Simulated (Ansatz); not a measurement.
I need a G0W0 quasiparticle calculation of AlP, space group F-43m. Use Ansatz 0.2.0, Python API. Level of theory: PBEsol, PAW, the default cutoff (420 eV here), 4×4×4 k-points, fixed occupations.

```cif
data_structure
_symmetry_space_group_name_H-M 'P 1'
_symmetry_Int_Tables_number 1
_cell_length_a 3.8544
_cell_length_b 3.8544
_cell_length_c 3.8544
_cell_angle_alpha 60.000
_cell_angle_beta 60.000
_cell_angle_gamma 60.000
_cell_volume 40.49
loop_
_atom_site_label
_atom_site_type_symbol
_atom_site_fract_x
_atom_site_fract_y
_atom_site_fract_z
_atom_site_occupancy
Al1 Al 0.00000 0.00000 0.00000 1
P1 P 0.25000 0.25000 0.25000 1
```

`alp_gw.py`
```python
"""One-shot GW for AlP."""

import warnings

import ansatz as az
import numpy as np

SETTINGS = {
    "functional": "PBEsol",
    "filling": "fixed",
}


def main() -> None:
    warnings.simplefilter("ignore", az.DeckWarning)

    vectors = np.array([
        [0.0, 2.7255, 2.7255],
        [2.7255, 0.0, 2.7255],
        [2.7255, 2.7255, 0.0],
    ])
    cell = (
        az.Lattice.of(vectors)
        .atom("Al", [0.0, 0.0, 0.0])
        .atom("P", [0.25, 0.25, 0.25])
    )

    job = (
        cell.calculation()
        .kpoints(4)
        .functional(SETTINGS["functional"])
        .occupations(SETTINGS["filling"])
        .gw(empty_bands=80, screening_cutoff=100, quasiparticle_bands=("v1", "c1"))
    )
    events = []
    res = job.session().plan().execute(on_event=events.append, runs_dir="gw_run")
    gw = next(e["data"] for e in events if e["event"] == "gw_qp")
    top = gw["frontier_bands"]["highest_filled_band"]
    print(" k band    E_KS   Sigma_x  Sigma_c     Vxc      Z    E_QP (eV)")
    for qp in gw["qp"]:
        print(f"{qp['ik']:2d} {qp['band']:4d} {qp['eps_ks_ev']:7.3f} {qp['sigma_x_ev']:9.3f} {qp['sigma_c_at_ks_ev']:8.3f} {qp['vxc_ev']:8.3f} {qp['z']:6.3f} {qp['e_qp_ev']:8.3f}")
    for key, label in (("eps_ks_ev", "Kohn-Sham"), ("e_qp_ev", "G0W0")):
        filled = max(qp[key] for qp in gw["qp"] if qp["band"] <= top)
        empty = min(qp[key] for qp in gw["qp"] if qp["band"] > top)
        print(f"{label} gap on the mesh: {empty - filled:.3f} eV")
    print("static dielectric eigenvalues (RPA, this mesh):", [round(e, 3) for e in gw["screening"][0]["eps_tensor_eigenvalues"]])


if __name__ == "__main__":
    main()
```

```console
$ python alp_gw.py
 k band    E_KS   Sigma_x  Sigma_c     Vxc      Z    E_QP (eV)
 0    4   5.081   -16.015    1.568  -13.826  0.766    4.607
 0    5   8.309    -8.377   -4.191  -13.187  0.780    8.791
 1    4   4.631   -15.914    1.670  -13.598  0.765    4.139
 1    5   8.323    -7.186   -4.075  -11.837  0.782    8.772
 2    4   4.307   -16.006    1.800  -13.527  0.764    3.791
 2    5   7.808    -7.308   -3.940  -11.800  0.784    8.239
 3    4   3.764   -15.615    1.896  -13.008  0.761    3.226
 3    5   7.820    -5.937   -3.918  -10.307  0.787    8.173
 4    4   3.503   -15.713    2.003  -12.972  0.759    2.947
 4    5   7.733    -5.629   -3.920   -9.965  0.788    8.060
 5    4   4.225   -15.846    1.769  -13.404  0.763    3.714
 5    5   8.741    -5.935   -4.160  -10.610  0.783    9.142
 6    4   2.939   -15.729    2.211  -12.728  0.755    2.347
 6    5   6.482    -5.231   -3.690   -9.228  0.793    6.725
 7    4   2.188   -14.669    2.178  -11.719  0.755    1.608
 7    5   9.277    -6.106   -4.084  -10.572  0.780    9.574
Kohn-Sham gap on the mesh: 1.401 eV
G0W0 gap on the mesh: 2.118 eV
static dielectric eigenvalues (RPA, this mesh): [11.428, 11.428, 11.428]
```

Reading the output:
- Absolute energies stand on the zero of these potentials, so only differences at equal settings mean something. A total without «per atom» is that of the cell as typed.
- The k-point mesh is coarse, and energy and stress weren't tested for convergence.
- Of the deposited cell: the entry's cell lengths or inner coordinates differ somewhat from later room-temperature determinations.
- The structure is a deposited one; some such entries were measured under pressure or heat, so a shift against it needn't be the functional's error alone.
- Mesh, empty bands and screening cutoff are small, so the quasiparticle gap isn't converged, and it is read on the mesh points alone. Spin-orbit coupling is left out, which matters for heavy elements.
- The whole script took 7.9 s on 1 thread of Arm Neoverse V2 (shared host), peak memory 0.36 GiB.
